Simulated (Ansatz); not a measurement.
**Zr₃Si: energy from the work of forces and stress**

```
Zr Si
1.0
     6.11738    0.00000    0.00000
    -3.05869    5.29781    0.00000
     0.00000    0.00000    4.97109
Zr Si
6 2
Direct
  0.34547 0.17273 0.75000
  0.82727 0.17273 0.75000
  0.82727 0.65453 0.75000
  0.65453 0.82727 0.25000
  0.17273 0.82727 0.25000
  0.17273 0.34547 0.25000
  0.66667 0.33333 0.25000
  0.33333 0.66667 0.75000
```

These are results of Ansatz, DFT r2SCAN, scalar-relativistic, plane waves, PAW, not measurements.

Plane waves to 500 eV, a k mesh through Γ of 6×6×8 on the computed 8-atom cell and Gaussian smearing (0.10 eV); no spin polarisation.

At the start the stress (GPa, compression positive, xx yy zz yz xz xy) is -1.14 -1.14 -1.45 0.00 0.00 0.00 and the forces (eV/Å) are Zr1 (-0.03, -0.02, 0.00); Zr2 (0.03, -0.02, 0.00); Zr3 (0.00, 0.04, 0.00); Zr4 (0.03, 0.02, 0.00); Zr5 (-0.03, 0.02, 0.00); Zr6 (0.00, -0.04, 0.00); Si7 (0.00, 0.00, 0.00); Si8 (0.00, 0.00, 0.00). Each variant moves atoms by u and then strains the cell by ε, so an atom ends at (r + u)(1 + ε); shears are tensor components, each standing twice in ε. The starting volume is 161.11 Å³.

Variant 1: strain (xx yy zz yz xz xy, %) 0.82 0.82 6.82 0.00 0.00 0.00, moves (Å) Zr1 (-0.173, 0.004, 0.000); Zr2 (0.083, -0.152, 0.000); Zr3 (0.090, 0.148, 0.000); Zr4 (0.083, 0.152, 0.000); Zr5 (-0.173, -0.004, 0.000); Zr6 (0.090, -0.148, 0.000). There the stress is -5.97 -5.97 -7.68 0.00 0.00 0.00 GPa and the forces (eV/Å) are Zr1 (1.84, 0.17, 0.00); Zr2 (-1.06, 1.51, 0.00); Zr3 (-0.77, -1.68, 0.00); Zr4 (-1.06, -1.51, 0.00); Zr5 (1.84, -0.17, 0.00); Zr6 (-0.77, 1.68, 0.00); Si7 (0.00, 0.00, 0.00); Si8 (0.00, 0.00, 0.00).

Variant 2: strain (xx yy zz yz xz xy, %) 3.38 3.38 0.38 0.00 0.00 0.00, moves (Å) Zr1 (-0.060, -0.035, 0.000); Zr2 (0.060, -0.035, 0.000); Zr3 (0.000, 0.069, 0.000); Zr4 (0.060, 0.035, 0.000); Zr5 (-0.060, 0.035, 0.000); Zr6 (0.000, -0.069, 0.000). There the stress is -8.34 -8.34 -4.89 0.00 0.00 0.00 GPa and the forces (eV/Å) are Zr1 (0.85, 0.49, 0.00); Zr2 (-0.85, 0.49, 0.00); Zr3 (0.00, -0.98, 0.00); Zr4 (-0.85, -0.49, 0.00); Zr5 (0.85, -0.49, 0.00); Zr6 (0.00, 0.98, 0.00); Si7 (0.00, 0.00, 0.00); Si8 (0.00, 0.00, 0.00).

Variant 3: strain (xx yy zz yz xz xy, %) -0.53 -0.53 8.48 0.00 0.00 0.00, moves (Å) Zr1 (0.100, 0.058, 0.000); Zr2 (-0.100, 0.058, 0.000); Zr3 (0.000, -0.115, 0.000); Zr4 (-0.100, -0.058, 0.000); Zr5 (0.100, -0.058, 0.000); Zr6 (0.000, 0.115, 0.000). There the stress is -1.36 -1.36 -16.36 0.00 0.00 0.00 GPa and the forces (eV/Å) are Zr1 (-1.83, -1.05, 0.00); Zr2 (1.83, -1.05, 0.00); Zr3 (0.00, 2.11, 0.00); Zr4 (1.83, 1.05, 0.00); Zr5 (-1.83, 1.05, 0.00); Zr6 (0.00, -2.11, 0.00); Si7 (0.00, 0.00, 0.00); Si8 (0.00, 0.00, 0.00).

Estimate each change of free energy from forces and stresses by the trapezoid rule along the path (r + tu)(1 + tε), t from 0 to 1, and compare with the computed change.

The derivative of the energy along the path is −F·u(1 + tε) for the atoms and −V σ(1 + tε)⁻¹ : ε for the cell, with F, σ and V taken at t (σ positive in compression; 1 eV/Å³ = 160.2 GPa). Averaging t = 0 and t = 1 gives, in meV per atom:
```json
{"variant": "1", "work on atoms": "118.1", "work on cell": "47.4", "sum": "165.6", "computed": "187.3"}
{"variant": "2", "work on atoms": "25.3", "work on cell": "43.2", "sum": "68.5", "computed": "72.2"}
{"variant": "3", "work on atoms": "92.4", "work on cell": "92.2", "sum": "184.6", "computed": "194.7"}
```

The rule is exact for a quadratic energy surface and overshoots a term ct³ by c/2, so the difference between the last two columns measures the net anharmonic part along the path (terms of opposite sign can cancel, and the finite basis adds a little): 5 to 12 % here.

Cost: 4 runs of about 3.9 core-minutes in all, on Intel Xeon Processor @ 2.70GHz (shared hosts).